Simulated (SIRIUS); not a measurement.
## TiB2 under changes of volume

One of the cells (8.723 Å³/atom); the others are scaled copies at fixed shape and fractional positions:

```
Ti B
1.0
     3.04926    0.00000    0.00000
    -1.52463    2.64074    0.00000
     0.00000    0.00000    3.24978
Ti B
1 2
Direct
  0.00000 0.00000 0.00000
  0.66667 0.33333 0.50000
  0.33333 0.66667 0.50000
```

- Program: SIRIUS 7.10.0
- Functional: PBEsol
- Potentials or basis: PseudoDojo 0.4.1 PBEsol standard (scalar relativistic)
- Cutoff: 1152 eV
- Density cutoff: 4606 eV
- k mesh: 10 × 10 × 8
- Occupations: fermi-dirac, width 0.05 eV
- Spin: no spin polarisation

```csv
volume (Å³/atom),energy over the lowest point (meV/atom),pressure (GPa)
8.039,13.68,12.7
8.210,3.61,6.3
8.381,0.00,0.5
8.723,9.81,-9.4
8.894,22.18,-13.7
9.065,?,?
```

Question: What does the run at 9.065 Å³/atom give?

Answer: Energy over the lowest point 38.91 meV/atom; pressure -17.6 GPa.

Worked out: A Birch-Murnaghan fit of order 3 (a polynomial in V^(-2/3)) to the other rows has its minimum at 8.40 Å³/atom with B0 = V·E''(V) = 267 GPa and B' = 3.8 at fixed shape and positions, which overstates the stiffness. It gives 38.92 meV/atom at 9.065 Å³/atom, against the run's 38.91, and -dE/dV = -17.6 GPa, against -17.6.

Energies are extrapolated to zero smearing.
